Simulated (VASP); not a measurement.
## W: relaxation of cell and atoms with PBEsol

W:

```
W
1.0
    -1.58234    1.58234    1.58234
     1.58234   -1.58234    1.58234
     1.58234    1.58234   -1.58234
W
1
Direct
  0.00000 0.00000 0.00000
```

| Quantity | Value |
| --- | --- |
| Program | VASP 6.6.1 |
| Task | relaxation of cell and atoms |
| Functional | PBEsol |
| Potentials or basis | VASP PAW PBE potentials, release 64 (W_sv) |
| Cutoff | 600 eV |
| k mesh | 12 × 12 × 12 |
| Occupations | fermi-dirac, width 0.05 eV |
| Spin | no spin polarisation |
| Further INCAR settings | ALGO = Fast; EDIFF = 1e-07; IBRION = 2; EDIFFG = -0.01; NSW = 60; ISIF = 3 |

- Relaxed volume: 15.73 Å³/atom
- Relaxed cell: a = 2.734 Å, b = 2.734 Å, c = 2.734 Å, α = 109.47°, β = 109.47°, γ = 109.47°
- Space group after relaxing (to 0.05 Å): Im-3m (No. 229)
- Energy gained by relaxing: 0.8 meV/atom
- Ionic steps: 3
- Pressure after relaxing: 0.0 GPa
- Band gap on the k mesh: none (metal or under the smearing width)

Step by step:
```tsv
step	energy change (eV)	largest force (eV/Å)	pressure (GPa)	volume (Å³)
1	0.0000	0.0000	-2.31	15.85
2	0.0099	0.0000	8.76	15.33
3	-0.0008	0.0000	-0.02	15.73
```

Final structure:
```
W
1.0
    -1.57851    1.57851    1.57851
     1.57851   -1.57851    1.57851
     1.57851    1.57851   -1.57851
W
1
Direct
  0.00000 0.00000 0.00000
```

Levels at points of the mesh, in eV from the Fermi level:
| k point | band 3 | band 4 | band 5 | band 6 | band 7 | band 8 | band 9 | band 10 | band 11 |
| --- | --- | --- | --- | --- | --- | --- | --- | --- | --- |
| (0.00, 0.00, 0.00) | -37.60 | -37.60 | -9.61 | -1.17 | -1.17 | -1.17 | 2.33 | 2.33 | 14.64 |
| (0.50, 0.00, 0.00) | -38.03 | -37.61 | -6.26 | -3.53 | 0.80 | 2.24 | 3.22 | 6.32 | 11.60 |
| (0.50, 0.50, 0.50) | -38.53 | -38.53 | -5.83 | -5.83 | 5.31 | 5.31 | 5.31 | 8.40 | 8.40 |

It took 14 s on 1 thread of Intel(R) Xeon(R) 6975P-C (Granite Rapids), with other jobs on the host, peak memory 0.16 GiB.

Caveat: the PAW data sets were made with another functional, which shifts forces and pressure a little. Spin-orbit coupling is left out, which matters for the levels of W.
